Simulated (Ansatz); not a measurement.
Space group Fm-3m (No. 225). a = 3.929 Å, b = 3.929 Å, c = 3.929 Å, α = 90.00°, β = 90.00°, γ = 90.00°
```
atom site symmetry x y z
  Zn    4a m-3m  0.0000  0.0000  0.0000
```

Equation of state of this Zn structure (not necessarily the ground state), with shape and atoms relaxed at each volume where symmetry leaves them free. It has no gap at any of these volumes. Method: Ansatz, DFT PBE, scalar-relativistic, plane waves, PAW.

Settings: cutoff 420 eV, Γ-centred mesh 18×18×18 on the computed 1-atom cell, Gaussian smearing of 0.10 eV; no spin polarisation.

```csv
V (Å³/atom),E − E(largest V) (meV/atom),P (GPa)
13.342,33.53,12.12
13.796,5.02,8.18
14.251,-13.47,4.93
14.706,-23.65,2.24
15.161,-26.78,-0.02
15.616,-23.98,-1.89
16.070,-16.34,-3.44
16.677,0.00,-5.09
```

Problem. Fit a third-order Birch–Murnaghan equation to E(V).

Solution. V0 = 15.16 Å³/atom, B0 = 68 GPa, B0' = 5.0.

This fcc form isn't the element's structure at ambient conditions.